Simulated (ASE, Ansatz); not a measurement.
**What do other settings change for random fcc alloy of Ir and Pd (108 atoms)?**

The cell holds 108 atoms: 81 Pd and 27 Ir. Its edges and angles: a = 11.632 Å, b = 11.632 Å, c = 11.632 Å, α = 90.0°, β = 90.0°, γ = 90.0°. It derives from Ir (fcc) and Pd, repeated 3×3×3. Fcc Ir, 3 x 3 x 3 conventional cells, 81 of 108 Ir sites given to Pd at random (x = 0.750), lattice by Vegard's rule (a = 3.877 Å); not relaxed, displaced by a Gaussian of 0.02 Å.

Geometry: as built.

Reference run: Kohn-Sham DFT, PBE, PAW (set soft_2), plane waves (Ansatz 0.2.0), cutoff 420 eV, k-mesh 2×2×2, cold smearing of 0.15 eV.

```
r.m.s. force component                           : 0.3652 eV/Å
pressure                                         : 6.603 GPa
spacing of highest filled and lowest empty level : 0.0013 eV
SCF cycles                                       : 9
time                                             : 6 s on 1 × NVIDIA GB200 with 32 threads of Arm Neoverse V2, shared host
```

Q: Estimate how much each variant changes the results, and its time and memory.
- support functions low
- support functions medium
- support functions high
- support functions medium, radius 4.12 Å
- support functions medium, radius 4.5 Å
- support functions medium, radius 5.06 Å

Differences are against the plane-wave reference (Kohn-Sham DFT, PBE, PAW (set soft_2), plane waves), whose r.m.s. force component is 0.365 eV/Å. Energies are set beside the reference only for runs with its functional, potentials and electron count. Times are for 1 × NVIDIA GB200 with 32 threads of Arm Neoverse V2, shared host. The reference's time includes the DOS, the stress and grids, which some other runs skip.

```tsv
run	Δ force, r.m.s. (meV/Å)	share of r.m.s. force (%)	Δ energy (meV/atom)	cycles	time	host memory (GiB)	planned on the GPU (GiB)
reference	-	-	-	9	6 s	5.8	61
support functions low	0.756	0.207	-3.38	11	12 s	1.6	6
support functions medium	0.756	0.207	-3.38	11	14 s	1.7	6
support functions high ¶	0.64	0.175	-3.24	48	46 s	1.7	12
support functions medium, radius 4.12 Å	0.832	0.228	-3.40	11	14 s	1.7	7.4
support functions medium, radius 4.5 Å	0.843	0.231	-3.42	10	15 s	1.7	9.3
support functions medium, radius 5.06 Å	0.721	0.197	-3.43	10	16 s	1.7	11
```

¶ The program warns that the support functions of this run were not fully converged.

Among numerical settings the force difference runs from 0.64 meV/Å (support functions high) to 0.84 meV/Å (support functions medium, radius 4.5 Å). At 108 atoms the fastest of the runs at a preset level, support functions low, takes roughly 2.1 times the time of plane waves (whose run also made extra analyses, so the like-for-like ratio is larger), in 11 SCF cycles against 9. Differences between support functions and plane waves include what basis error the plane-wave run still has. As the radius goes from 3.75 to 5.06 Å, the force difference goes from 0.76 to 0.72 meV/Å (not steadily; the least is 0.72 at 5.06 Å), and the time from 14 s to 16 s. The electron count is odd and the run has no spin polarisation.

[Logs are printed without paths, hosts, clocks, repeated set-up lines and the standing remarks that a program may print on its own settings, such as how far it seeks lower states.]

[Hosts, paths, dates, database ids (printed as entryN), source tags and the programs' standing remarks are cut or masked in the printed files.]
